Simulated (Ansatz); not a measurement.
Crystal: I.

```xyz
1
Lattice="0.0000 2.3656 3.9098 2.1922 0.0000 3.9098 2.1922 2.3656 0.0000" Properties=species:S:1:pos:R:3 pbc="T T T"
I     0.0000    0.0000    0.0000
```

Base run:

```yaml
Program: Ansatz 0.2.0
Functional: PBE
Potentials_or_basis: all-electron LAPW, scalar-relativistic
Cutoff: 161 eV (chosen from the basis error)
Basis_error_allowed: 0.001 eV/atom
k_mesh: 9 × 9 × 9
Occupations: gaussian, width 0.013 eV
Spin: no spin polarisation
```

Its results: pressure 0.5 GPa.

Q: The run is repeated on the same cell with these changes: functional from PBE to LDA; occupations from gaussian, width 0.013 eV to fermi-dirac, width 0.05 eV. What comes out?

A: Pressure -2.3 GPa.

Caveats: an odd number of electrons without spin polarisation forces a metal; a magnetic or distorted state may lie lower.
